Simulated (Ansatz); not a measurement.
A generator proposed this cell of P.

```cif
data_structure
_symmetry_space_group_name_H-M 'P4/mbm'
_symmetry_Int_Tables_number 127
_cell_length_a 5.6367
_cell_length_b 5.6367
_cell_length_c 2.2340
_cell_angle_alpha 90.000
_cell_angle_beta 90.000
_cell_angle_gamma 90.000
_cell_volume 70.98
loop_
_atom_site_label
_atom_site_type_symbol
_atom_site_symmetry_multiplicity
_atom_site_Wyckoff_symbol
_atom_site_fract_x
_atom_site_fract_y
_atom_site_fract_z
_atom_site_occupancy
P1 P 2 a 0.50000 0.50000 0.00000 1
P2 P 4 g 0.86318 0.63682 0.00000 1
```

The calculation used Ansatz, DFT PBE, scalar-relativistic, plane waves, PAW. Cutoff 420 eV; k points 4×4×8 on the computed 6-atom cell (Γ-centred); Gaussian smearing, width 0.10 eV; no spin polarisation.

Energies count from the standard state of P at the same level. The references include black phosphorus.

Task: Estimate its pressure, forces and energy as it stands.

Result: The pressure is 48.8 GPa (the mean over three directions, positive in compression), the largest force is 0.54 eV/Å, and the energy is +0.63 eV/atom against the standard state. The shortest distance is 2.18 Å.

Task: Is it a good guess?

Result: A rough one: relaxing gains about 0.44 eV/atom (the start's value is from the coarse mesh, so the gain is rough) in 15 ionic steps and ends at +0.18 eV/atom on the finer mesh. The symmetry stays P4/mbm (No. 127). The volume per atom grows by 32.4 %, from 11.8 to 15.7 Å³. The shortest distance goes from 2.18 Å (P–P) to 2.27 Å (P–P). Conventional cell: a = 6.193 Å, c = 2.450 Å. Around P on a site of symmetry 4/m lie 6 P at 2.43–2.45 Å; P on a site of symmetry m2m is surrounded by 1 P at 2.27 Å and 4 P at 2.43–2.45 Å.

The last run used a 6×6×16 mesh (in the run's order of axes) for its 6-atom cell and Gaussian smearing of 0.10 eV. The reference form of P is held partly by dispersion forces, which this level lacks. The relaxation can't lower the symmetry of the start, and the grade says only how near the guess is to its own end. A structure relaxed within its symmetry needn't be a true minimum. Another cell of P relaxed alike, in Fm-3m, lies 13 meV/atom lower, so this cell isn't the stable form at this level.
